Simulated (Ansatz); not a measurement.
# C: one input, then a changed one

The cell was built from the bcc type and relaxed in the same program; it needn't be a known or the stable phase. The listed cell was then made from it by scaling, straining or moving an atom.

First run: DFT, PBE, PAW with Ansatz's default frozen-core files, scalar-relativistic (Ansatz 0.2.0).

Command: `ansatz run input.yaml --threads 1 --pin off --max-ram 2048MiB --backend cpu --events-out ev --progress --plain --runs-dir out` The run took about 2 s on 1 thread of a shared machine.

```yaml
crystal:
  lattice:
    - [-1.1930522556, 1.1930522556, 1.1663094968]
    - [1.1930522556, -1.1930522556, 1.1663094968]
    - [1.1930522556, 1.1930522556, -1.1663094968]
  atoms:
    - { symbol: C, position: [0.0, 0.0, 0.0] }
kpoints:
  mp_grid: { grid: [16, 16, 16] }
scf:
  occupations: { method: fermi_dirac, width: 0.03 }
hamiltonian:
  xc: pbe
  pseudopotentials: { kind: paw }
output:
  forces: true
  stress: true
  eigenvalues: true
  efg: { contact_densities: true }
```

Result: converged; pressure -0.07 GPa; no gap on the k mesh; 6 SCF iterations.

A second input differs as follows:

```diff
@@ -10,4 +10,6 @@
 scf:
   occupations: { method: fermi_dirac, width: 0.03 }
+  convergence: { dr2_threshold: 1.0e-20 }
+  max_iter: 50
 hamiltonian:
   xc: pbe
```

Does the change harm the result?

Not here: the run converged; energy at zero smearing 0.0 meV/atom from the first run; pressure -0.07 GPa; no gap on the k mesh; 11 SCF iterations, so the odd setting did no harm in this case.
